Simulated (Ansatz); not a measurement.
## AlP at 2 GPa: from Born charge to LO–TO splitting and polaron coupling

The calculation used DFT LDA, scalar-relativistic, plane waves, PAW (Ansatz 0.2.0). Plane waves to 420 eV; Γ-centred k mesh 10×10×10; fixed occupations. No spin polarisation. Phonons by linear response, acoustic sum rule imposed.

The cell, relaxed at 2 GPa:
```
Al P
1.0
     0.00000    2.69773    2.69773
     2.69773    0.00000    2.69773
     2.69773    2.69773    0.00000
Al P
1 1
Direct
  0.00000 0.00000 0.00000
  0.75000 0.75000 0.75000
```

Linear response gives ν_TO = 451.7 cm⁻¹, Born charges ±2.205 e (positive on Al) and ε∞ = 8.303. The primitive cell holds 39.267 Å³, and the masses are 26.982 and 30.974 amu.

Q: Find ν_LO and the static dielectric constant.

A: The long-wave field adds a restoring force: ω_LO² − ω_TO² = Z*²e²/(ε_vac ε∞ μV). In these units ν_LO² − ν_TO² = 4.92064×10⁷ Z*²/(μ V ε∞) cm⁻², with μ = m₁m₂/(m₁ + m₂) = 14.420 amu: 50867 cm⁻². So ν_LO = √(451.7² + 50867) = 504.9 cm⁻¹, and the run gives 504.9. Lyddane–Sachs–Teller then gives ε0 = ε∞ (ν_LO/ν_TO)² = 10.37, against 10.37 in the run (it forms both from the same three quantities, so the match checks the arithmetic only). Between ν_TO and ν_LO the dielectric function is negative and an undamped crystal reflects fully: a reststrahlen band from 19.8 to 22.1 μm.

Q: What do the Clausius–Mossotti polarisability and the Szigeti charge come to?

A: With the Lorentz local field, α = (3V/4π)(ε∞ − 1)/(ε∞ + 2) = 6.64 Å³ for the pair, and e_S = 3Z*/(ε∞ + 2) = 0.64 e. The Born charge includes the electrons' response to the dipole's own local field, and e_S takes that enhancement out. The Lorentz field assumes point-like polarisable ions, a poor picture once ε∞ is this large, since the electron clouds then overlap or are shared, so both numbers are formal here.

Q: How strongly does a slow electron couple to the LO mode?

A: For one isotropic parabolic band, Fröhlich's constant is α_F = (1/ε∞ − 1/ε0) √(m* Ry/ħω_LO), with Ry = 13.606 eV, ħω_LO = 62.6 meV and m* in free-electron masses: α_F = 0.0240 × 14.74 × √m* = 0.35 √m*. The band mass isn't part of this run; for m* = 0.1, 0.3 and 1 it gives 0.11, 0.19, 0.35. In weak coupling the polaron lies α_F ħω_LO below the band edge (12 meV at m* = 0.3) with a mass m*(1 + α_F/6); past α_F of about 5 or 6 that expansion fails. A semilocal functional's ε∞ tends to be too large, which taken alone lowers α_F.

Cost: 1 run of about 0.62 core-minutes, on Intel Xeon Platinum 8259CL (Skylake/Cascade Lake) (shared hosts).

AlP comes out as a polar but largely covalent semiconductor whose electrons couple only weakly to the long-wave LO field. Phosphorus is the more electronegative partner, hence the positive Born charge on Al. Its size, 2.205 e, measures how polarisation follows atomic displacement, including charge shifted along the sp³ bonds, and is not a static ionic charge.

The LO–TO splitting is clear but moderate because the valence electrons screen the field set up by the moving sublattices. The lattice therefore adds little to the dielectric constant, which rises only from 8.303 to 10.37, and this small ionic share is the main reason for the weak Fröhlich coupling. The stiff bonds and light atoms help too, by keeping the LO quantum large.

For all three trial masses the coupling stays perturbative, which suggests a large, lightly dressed polaron rather than a self-trapped one, as far as the polar mode is concerned. AlP's conduction minima lie at or near X and are anisotropic, so a quantitative electron polaron would need the valley's mass tensor.
